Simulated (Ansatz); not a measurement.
# SiTe2 monolayer (2H): modes against uniaxial strain along the armchair direction, normal to a, with the width clamped, part 3 of 3

Wanted: the shifts of the zone-centre modes of SiTe2 monolayer (2H) with strain.

Ansatz 0.2.0; DFT PBE, scalar-relativistic, plane waves, PAW; PAW set soft_1.

So far, highest optical mode at the zone centre (no LO-TO term) (cm⁻¹): step 4 (zone-centre response at rest) 154; step 6 (strain 5 %) 152.

**8. Zone-centre modes of the member: uniaxial strain of -3 % along the armchair direction, normal to a, with the width clamped**

The zone-centre modes follow for uniaxial strain of -3 % along the armchair direction, normal to a, with the width clamped.

Contents of input.yaml:

```yaml
crystal:
  lattice:
    - [3.57804124, 0.0, 0.0]
    - [-1.78902062, 3.0057143713, 0.0]
    - [0.0, 0.0, 31.0]
  atoms:
    - { symbol: Si, position: [0.3285341589, 0.6570683179, 0.3225806452] }
    - { symbol: Te, position: [0.6690662538, 0.3381325078, 0.3846683053] }
    - { symbol: Te, position: [0.6690662538, 0.3381325078, 0.2604929851] }
  periodic: [true, true, false]
kpoints:
  mp_grid: { grid: [15, 15, 1] }
hamiltonian:
  xc: pbe
  pseudopotentials: { kind: paw, azcp: { folder: soft_1 } }
scf:
  occupations: { method: methfessel_paxton, width: 0.2 }
output:
  eigenvalues: true
phonons:
  method: dfpt
```

On the command line:

```
$ ansatz run input.yaml --threads 4 --pin off --max-ram 16384MiB --backend cpu --events-out ev --progress --plain --runs-dir out
```

Numbers of over 12 decimals in the logs are rounded to 6 here.

Output:

```text
[...]
Crystal: 3 atoms, lattice volume = 333.392 Å³
Basis set: ecut = 420 eV, 6453 PW (Γ), exchange–correlation on 48×48×432 points (8 copies of the dense FFT grid, shifted against one another)
Bands: 22, of which v1, the nominal top of the filled ones, is band 18 counted from 1 (17 counted from 0)
Symmetry: 4 space group operations
[...]
k-point 63: bands = [... 14 lower, -8.8164, -8.1474, -6.6215, -5.8690, -4.7072, -2.6278, -0.6867, -0.5003]
  ° read free of the cell's end (the report's vacuum.weakly_bound_levels)
[...]
ASR residual: 3.759e-5 → 0.000e0 eV/Å²; symmetrization residual: 1.033e-5 eV/Å²
[...]
ASR residual per site (eV/Å²): 2.69e-5 3.68e-5 3.76e-5
  Γ frequencies (cm⁻¹): 0.00 0.00 0.00 60.42 62.35 123.27 159.82 167.71 172.09
[...]
[key lines of the parts left out:]
SCF converged after 10 iterations
Free energy (F): -14595.024302 eV
Fermi energy:    -4.672086 eV
```

Wall time 1.8 min (4 threads of Arm Neoverse V2, shared host); peak memory 1.7 GiB; 6.9 min of CPU time.

This step gave:

```
sum-rule residual before enforcement                    : 3.76e-5 eV/Å²
highest optical mode at the zone centre (no LO-TO term) : 172.1 cm⁻¹
lowest optical zone-centre mode                         : 60.42 cm⁻¹
```

Patterns of degenerate modes are one choice out of their space. Modes at Γ, with each element's share of the kinetic energy:

```
mode  frequency (cm⁻¹)  symmetry  Si %  Te %
   1               0.0  acoustic    10    90
   2               0.0  acoustic    10    90
   3               0.0  acoustic    10    90
   4              60.4        B1     0   100
   5              62.4        A2     0   100
   6             123.3        A1     1    99
   7             159.8        A1    90    10
   8             167.7        B2    90    10
   9             172.1        B1    90    10
```

Displacements in mode 4 (60.4 cm⁻¹), the largest set to 1:
```
Si1  0.00  0.00  0.04
Te2  0.00 -1.00  0.00
Te3  0.00  1.00  0.00
```

Displacements in mode 5 (62.4 cm⁻¹), the largest set to 1:
```
Si1  0.00  0.00  0.00
Te2  1.00  0.00  0.00
Te3 -1.00  0.00  0.00
```

The lowest optical mode is real, 60.4 cm⁻¹, and the highest lies at 172.1 cm⁻¹.

Between step 4 and this run (strain -3 %) the value for the highest optical mode at the zone centre (no LO-TO term) moves from 154 cm⁻¹ to 172 cm⁻¹ (+12 %).

**9. The series together**

The members are set side by side, also those not shown above.

Energies are extrapolated to zero smearing, and E0 is that at rest; the cell is clamped and the atoms are relaxed; all runs use 15×15×1 k points and Methfessel-Paxton smearing of 0.2 eV. State of the crystal along the series:

```
strain (%)  E - E0 (meV/atom)
        -3              2.814
        -2               1.11
        -1             0.3448
         0                  0
         1             0.1262
         2              1.058
         3              3.066
         4              6.219
         5              10.37
```

Optical modes are counted from below at rest and tracked from member to member by their patterns, and modes that stay within 0.3 cm⁻¹ of each other stand once; labels, where given, are those at rest, then, where named, those of the strained cell; the cell is clamped and the atoms are relaxed; all runs use 15×15×1 k points and Methfessel-Paxton smearing of 0.2 eV. Optical modes along the series:

```
strain (%)  optical mode 1 E'' to A2 single part (cm⁻¹)  optical mode 2 E'' single part (cm⁻¹)  optical mode 3 A1' to A1 (cm⁻¹)  optical mode 4 E' to A1 single part (cm⁻¹)  optical mode 5 E' single part (cm⁻¹)  optical mode 6 A2'' (cm⁻¹)
        -3                                        62.35                                  60.42                            123.3                                       159.8                                 167.7                       172.1
        -2                                        59.05                                  57.37                            114.8                                       151.3                                 156.6                       168.4
        -1                                        55.36                                  54.25                            108.5                                       146.7                                 148.1                       162.1
         0                                        51.91                                  51.91                            110.3                                       147.2                                 147.2                         154
         1                                        48.97                                  50.41                            115.1                                       149.8                                 151.3                       146.5
         2                                        46.15                                  49.04                            117.9                                       153.3                                 154.4                       140.7
         3                                        43.44                                  47.06                            117.7                                       155.4                                 153.3                       136.2
         4                                        40.47                                  44.39                            114.5                                       153.9                                 147.6                       131.5
         5                                        36.55                                  41.05                            109.2                                       152.1                                 140.3                       125.6
```

Value and slope at zero strain of a cubic (a lower polynomial where under five rows exist) through the rows within 2 % of rest. Slopes at rest:

```
                                mode  frequency (cm⁻¹)  shift per percent of strain (cm⁻¹)
optical mode 1 E'' to A2 single part                52                               -3.18
      optical mode 2 E'' single part                52                               -1.87
            optical mode 3 A1' to A1             110.3                                4.13
 optical mode 4 E' to A1 single part               147                                 1.9
       optical mode 5 E' single part             147.5                                2.27
                 optical mode 6 A2''             154.1                               -8.06
```

**10. Summary of results**

| Item | Value |
| --- | --- |
| members | 9 |
| highest optical mode at the zone centre (no LO-TO term), at rest | 154.0 cm⁻¹ |
| optical mode 3 A1' to A1, shift per percent | 4.13 cm⁻¹ |
| optical mode 4 E' to A1 single part, shift per percent | 1.90 cm⁻¹ |
| optical mode 5 E' single part, shift per percent | 2.27 cm⁻¹ |
| optical mode 6 A2'', shift per percent | -8.06 cm⁻¹ |

**Reading.** The strain lowers the symmetry: the level at 147.2 cm⁻¹ splits, into 152.1 and 140.3 cm⁻¹ at +5 %. Within 2 % of rest several modes bend away from a straight line, so single slopes hold only near rest. The fastest shift in the table of slopes is -8.1 cm⁻¹ for each percent (optical mode 6 A2''). The width is clamped, so the contraction across the strain that a free sheet shows is left out. These are harmonic frequencies at zero temperature: anharmonic shifts, linewidths and thermal expansion are left out. Spin-orbit coupling is left out, which can matter for the heavy elements here. With no gap, or one that is small against the smearing, the frequencies hang on the k mesh and the smearing, most of all near Kohn anomalies. A semilocal functional can close a gap that the real compound would have, so the metallic treatment may be an artefact of the level. The starting cell was built on a prototype and not taken from a measurement. Only the zone centre was solved, so an instability at another wavevector cannot show here.

[Logs are printed without paths, hosts, clocks, repeated set-up lines and the standing remarks that a program may print on its own settings, such as how far it seeks lower states.]

[Hosts, paths, dates, database ids (printed as entryN), source tags and the programs' standing remarks are cut or masked in the printed files.]
